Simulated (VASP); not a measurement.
# ScAl3: vacancies and antisites compared, part 3 of 7

Wanted: a map of the native defects of ScAl3, all in one supercell and at one level. The start is a computed cell from the Materials Project.

VASP 6.6.1, plane waves and PAW; the level of theory is named at each step.

Still holding for the runs below: The k-mesh is coarse for a metal.

So far. Step 4 (Reference Al): The run ended after 2 ionic steps, 0.000 eV below its first step, once forces and stress met EDIFFG = -0.02. Step 4 (Reference Al): Energy at zero smearing: -3.74987 eV.

## 5. Reference Sc

This step: PBE; plane waves and PAW (Sc_sv) (VASP 6.6.1).

System of this step: Sc. It takes space group P6_3/mmc (No. 194, hexagonal). Conventional cell: a = 3.310 Å, b = 3.310 Å, c = 5.276 Å, α = 90.00°, β = 90.00°, γ = 120.00°. Nearest to Sc lie 12 Sc at 3.26 to 3.31 Å.

The reference for Sc is its crystal, relaxed at the cutoff of the large cell.

INCAR reads:

```
SYSTEM = Sc
PREC = Normal
ENCUT = 300
EDIFF = 1E-05
NELM = 120
ISMEAR = 1
SIGMA = 0.1
LREAL = Auto
ALGO = Fast
GGA = PE
NBANDS = 17
LASPH = .TRUE.
LORBIT = 11
LWAVE = .FALSE.
LCHARG = .FALSE.
KPAR = 8
IBRION = 2
NSW = 25
ISIF = 3
EDIFFG = -0.02
POTIM = 0.4
```

POSCAR reads:

```
Sc
1.0
    3.3100000000      0.0000000000      0.0000000000
   -1.6550000000      2.8665440865      0.0000000000
    0.0000000000      0.0000000000      5.2761400000
Sc
2
Direct
    0.0000000000      0.0000000000      0.0000000000
    0.3333333333      0.6666666667      0.5000000000
```

KPOINTS reads:

```
Automatic mesh
0
Gamma
9 9 5
0 0 0
```

PAW data sets: Sc_sv (PBE family, release 64).

Command:

```console
mpirun -np 8 vasp_std
```

The program printed:

```text
[banner, memory and clock lines left out]
running    8 mpi-ranks, on    1 nodes
 distrk:  each k-point on    1 cores,    8 groups
 distr:  one band on    1 cores,    1 groups

 POSCAR found type information on POSCAR Sc
 POSCAR found :  1 types and       2 ions
 [... a notice as in an earlier step ...]

 [... a notice as in an earlier step ...]

 LDA part: xc-table for (Slater+PW92), standard interpolation
 POSCAR, INCAR and KPOINTS ok, starting setup
 FFT: planning ... GRIDC
 FFT: planning ... GRID_SOFT
 FFT: planning ... GRID
 WAVECAR not read
 entering main loop
       N       E                     dE             d eps       ncg     rms          rms(c)
DAV:   1     0.189750681572E+03    0.18975E+03   -0.85520E+03  1336   0.908E+02
DAV:   2    -0.687956343738E+01   -0.19663E+03   -0.19507E+03  1424   0.484E+02
DAV:   3    -0.137907989346E+02   -0.69112E+01   -0.66566E+01  1973   0.853E+01
DAV:   4    -0.139207862247E+02   -0.12999E+00   -0.12963E+00  1737   0.116E+01
DAV:   5    -0.139230500258E+02   -0.22638E-02   -0.22633E-02  2080   0.135E+00    0.741E+00
RMM:   6    -0.125823449071E+02    0.13407E+01   -0.18981E+00  1265   0.181E+01    0.261E+00
RMM:   7    -0.125096652223E+02    0.72680E-01   -0.35478E+00  1389   0.141E+01    0.147E+00
RMM:   8    -0.124806303744E+02    0.29035E-01   -0.22913E-01  1289   0.560E+00    0.525E-01
RMM:   9    -0.124875291778E+02   -0.68988E-02   -0.12299E-01  1437   0.211E+00    0.117E-01
RMM:  10    -0.124892145054E+02   -0.16853E-02   -0.21630E-02  1460   0.800E-01    0.614E-02
RMM:  11    -0.124895831562E+02   -0.36865E-03   -0.51243E-03  1374   0.506E-01    0.336E-02
RMM:  12    -0.124897321028E+02   -0.14895E-03   -0.16897E-03  1494   0.232E-01    0.773E-03
RMM:  13    -0.124897804015E+02   -0.48299E-04   -0.44441E-04  1158   0.106E-01    0.101E-02
RMM:  14    -0.124897811338E+02   -0.73222E-06   -0.99155E-05  1044   0.681E-02
   1 F= -.12489781E+02 E0= -.12488994E+02  d E =-.124898E+02
 curvature:   0.00 expect dE= 0.000E+00 dE for cont linesearch  0.000E+00
 trial: gam= 0.00000 g(F)=  0.541E-46 g(S)=  0.965E-02 ort = 0.000E+00 (trialstep = 0.100E+01)
 search vector abs. value=  0.965E-02
 bond charge predicted
       N       E                     dE             d eps       ncg     rms          rms(c)
DAV:   1    -0.125880657693E+02   -0.98285E-01   -0.30064E+00  1617   0.279E+01    0.205E+00
RMM:   2    -0.124995793448E+02    0.88486E-01   -0.17431E-01  1297   0.568E+00    0.765E-01
RMM:   3    -0.124966929577E+02    0.28864E-02   -0.17421E-01  1411   0.373E+00    0.337E-01
RMM:   4    -0.124959418599E+02    0.75110E-03   -0.10882E-02  1454   0.125E+00    0.116E-01
RMM:   5    -0.124961439040E+02   -0.20204E-03   -0.39861E-03  1506   0.448E-01    0.223E-02
RMM:   6    -0.124962322997E+02   -0.88396E-04   -0.92340E-04  1303   0.189E-01    0.185E-02
RMM:   7    -0.124962343277E+02   -0.20280E-05   -0.12216E-04  1063   0.763E-02    0.900E-03
RMM:   8    -0.124962341588E+02    0.16886E-06   -0.37275E-05   947   0.720E-02
   2 F= -.12496234E+02 E0= -.12495477E+02  d E =-.645303E-02
[...]
3 F= -.12496678E+02 E0= -.12495973E+02  d E =-.689656E-02
[...]
4 F= -.12496691E+02 E0= -.12495992E+02  d E =-.690947E-02
[...]
5 F= -.12497443E+02 E0= -.12496857E+02  d E =-.752197E-03
 trial-energy change:   -0.000752  1 .order   -0.000779   -0.001068   -0.000490
 step:   1.9651(harm=  1.9651)  dis= 0.00000  next Energy=   -12.497678 (dE=-0.987E-03)
 bond charge predicted
       N       E                     dE             d eps       ncg     rms          rms(c)
DAV:   1    -0.124992862321E+02   -0.18476E-02   -0.16496E-01  1474   0.794E+00    0.320E-01
RMM:   2    -0.124978598990E+02    0.14263E-02   -0.83078E-03  1289   0.167E+00    0.169E-01
RMM:   3    -0.124976933222E+02    0.16658E-03   -0.68386E-03  1401   0.857E-01    0.677E-02
RMM:   4    -0.124976340077E+02    0.59315E-04   -0.38034E-04  1295   0.325E-01    0.336E-02
RMM:   5    -0.124976344471E+02   -0.43934E-06   -0.19322E-04  1263   0.158E-01    0.912E-03
RMM:   6    -0.124976374528E+02   -0.30057E-05   -0.32071E-05   928   0.716E-02
   6 F= -.12497637E+02 E0= -.12497139E+02  d E =-.946846E-03
 curvature:  -1.06 expect dE=-0.222E-04 dE for cont linesearch -0.547E-08
 trial: gam= 0.05897 g(F)=  0.256E-46 g(S)=  0.209E-04 ort =-0.236E-05 (trialstep = 0.124E+01)
 search vector abs. value=  0.244E-04
 reached required accuracy - stopping structural energy minimisation
```

It took 14 s on 8 MPI ranks of Intel Xeon Platinum 8488C (Sapphire Rapids), shared host; peak memory 0.95 GiB; 1.8 min of CPU time.

Parts of OUTCAR (step 5):

```text
   k-points           NKPTS =     36   k-points in BZ     NKDIM =     36   number of bands    NBANDS=     17

   ENCUT  =  300.0 eV  22.05 Ry    4.70 a.u.   4.67  4.67  7.45*2*pi/ulx,y,z

   NELECT =      22.0000    total number of electrons

 E-fermi :   3.7323

 k-point     1 :       0.0000    0.0000    0.0000
  band No.  band energies     occupation
    ...
      6     -24.0962      2.00000
      7     -24.0962      2.00000
      8     -24.0679      2.00000
      9      -1.4200      2.00000
     10       2.0786      2.00000
     11       4.3469     -0.00000
     12       5.3232     -0.00000
     13       5.3232     -0.00000
     14       5.5805     -0.00000
     15       5.7757      0.00000
    ...

  Total       -0.0152957     -0.0152957     -0.0247800      0.0000000     -0.0000000      0.0000000
  in kB       -0.5006794     -0.5006794     -0.8111335      0.0000000     -0.0000000      0.0000000
  external PRESSURE =      -0.6041641 kB  Pullay stress =       0.0000000 kB

 POSITION                                       TOTAL-FORCE (eV/Angst)
 -----------------------------------------------------------------------------------
      3.31000     -0.00000     -0.00000         0.000000      0.000000      0.000000
     -0.00000      1.91103      2.57931        -0.000000     -0.000000      0.000000
 -----------------------------------------------------------------------------------
    total drift:                                0.000001     -0.000000      0.000000

  FREE ENERGIE OF THE ION-ELECTRON SYSTEM (eV)
  ---------------------------------------------------
  free  energy   TOTEN  =       -12.4976374528 eV

  energy  without entropy=      -12.4961424028  energy(sigma->0) =      -12.49713910

[... 1 part as in an earlier step ...]

[... 15 further parts left out ...]
```

CONTCAR:

```
Sc
   1.00000000000000
     3.3099967560827093   -0.0000000000000000   -0.0000000000000000
    -1.6549983780413546    2.8665412771852226    0.0000000000000000
     0.0000000000000000    0.0000000000000000    5.1586147675148641
  Sc
     2
Direct
     1.0000000000000000    0.0000000000000000    0.0000000000000000
     0.3333333332999970    0.6666666667000030    0.5000000000000000
```

The run keeps the 24 symmetry operations of its start, so it cannot find a distortion of lower symmetry.

Relaxation path:

```
step  energy less that of the first step (eV)  largest force (eV/Å)  pressure (GPa)  volume (Å³)
   1                                   0.0000                0.0000           -1.10        50.06
   2                                  -0.0065                0.0000           -0.16        49.07
   3                                  -0.0069                0.0000            0.18        48.79
   4                                  -0.0069                0.0000            0.21        48.76
   5                                  -0.0077                0.0000            0.04        48.86
   6                                  -0.0079                0.0000           -0.06        48.95
```

```
conventional cell, symmetrised  before  after  change
                         a (Å)   3.310  3.310  -0.0 %
                         b (Å)   3.310  3.310  -0.0 %
                         c (Å)   5.276  5.159  -2.2 %
              volume (Å³/atom)   25.03  24.47  -2.2 %
```

Final coordinates:

```xyz
2
Lattice="3.3100 0.0000 0.0000 -1.6550 2.8665 0.0000 0.0000 0.0000 5.1586" Properties=species:S:1:pos:R:3 pbc="T T T"
Sc    0.0000    0.0000    0.0000
Sc    0.0000    1.9110    2.5793
```

Numbers from this step:

* electronic cycles: 44
* electrons: 22
* free energy (TOTEN): -12.50 eV
* energy at zero smearing: -12.50 eV
* Fermi energy: 3.732 eV

The run ended after 6 ionic steps, 0.008 eV below its first step, once forces and stress met EDIFFG = -0.02.

The edges of the cell as typed change unequally, by -2.2 to -0.0 %. In a metal that hangs on the k mesh, which was not refined here; the energy is less touched by it than the shape.

Energy at zero smearing: -12.49714 eV.

(Part 3 of 7 ends here.)

[Lines on the potential files, build, host, timing and source positions are cut from VASP's logs without a mark.]

[Logs are printed without paths, hosts, clocks, repeated set-up lines and the standing remarks that a program may print on its own settings, such as how far it seeks lower states.]

[Hosts, paths, dates, database ids (printed as entryN), source tags and the programs' standing remarks are cut or masked in the printed files.]

[In band tables of VASP the shares of atoms and orbitals are scaled to a sum of 1 inside the atoms' spheres.]

[Runs that stopped without an error message from VASP are left out.]
